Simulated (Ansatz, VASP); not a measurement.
Sb: VASP beside Ansatz

File INCAR:

```
SYSTEM = Sb
ALGO = Fast
EDIFF = 1E-6
ENCUT = 520
GGA = PS
ISIF = 2
ISMEAR = 0
LASPH = .TRUE.
LCHARG = .TRUE.
LELF = .TRUE.
LREAL = .FALSE.
LVHAR = .TRUE.
LWAVE = .FALSE.
NBANDS = 8
NELM = 100
PREC = Accurate
SIGMA = 0.15
```

Contents of KPOINTS:

```
k-points
0
G
  24 24 24
  0 0 0
```

POSCAR

```
Sb
1.0
   -1.4445212238      1.4445212238      3.2302940723
    1.4445212238     -1.4445212238      3.2302940723
    1.4445212238      1.4445212238     -3.2302940723
Sb
1
Direct
    0.0000000000      0.0000000000      0.0000000000
```

Input for Ansatz:

```yaml
crystal:
  lattice:
    - [-1.4445212238, 1.4445212238, 3.2302940723]
    - [1.4445212238, -1.4445212238, 3.2302940723]
    - [1.4445212238, 1.4445212238, -3.2302940723]
  atoms:
    - { symbol: Sb, position: [0.0, 0.0, 0.0] }
basis:
  ecutwfc: 420
kpoints:
  mp_grid: { grid: [24, 24, 24] }
hamiltonian:
  xc: pbesol
scf:
  occupations: { method: gaussian, width: 0.15 }
output:
  forces: true
  stress: true
  eigenvalues: true
```

Alike in both runs: task single point; functional PBEsol; k mesh 24 × 24 × 24; occupations gaussian, width 0.15 eV; no spin polarisation.

|  | VASP | Ansatz |
| --- | --- | --- |
| version | VASP 6.6.1 | Ansatz 0.2.0 |
| potentials or method | VASP PAW PBE potentials, release 64 (Sb) | scalar-relativistic, plane waves, PAW |
| plane-wave cutoff (eV) | 520 | 420 |
| valence electrons in the cell | 5 | 15 |

Ansatz gave:

```
gap on the k mesh at the Fermi level (eV)       : none
pressure (GPa)                                  : 5.3
largest component of the traceless stress (GPa) : 8.30
```

**Question.** Estimate VASP's values.

**Answer.** gap on the k mesh at the Fermi level (eV): none; pressure (GPa): 5.5; largest component of the traceless stress (GPa): 8.45.

A gap of «none» marks a metal or a gap that the smearing closes. With one functional, cell and mesh, what is left measures potentials, basis and numerics. The two sets of potentials don't hold the same shells in valence.

Caveats: the PAW data sets were made with another functional, which shifts forces and pressure a little (VASP). The runs have no spin-orbit coupling, so splittings on Sb are missing.
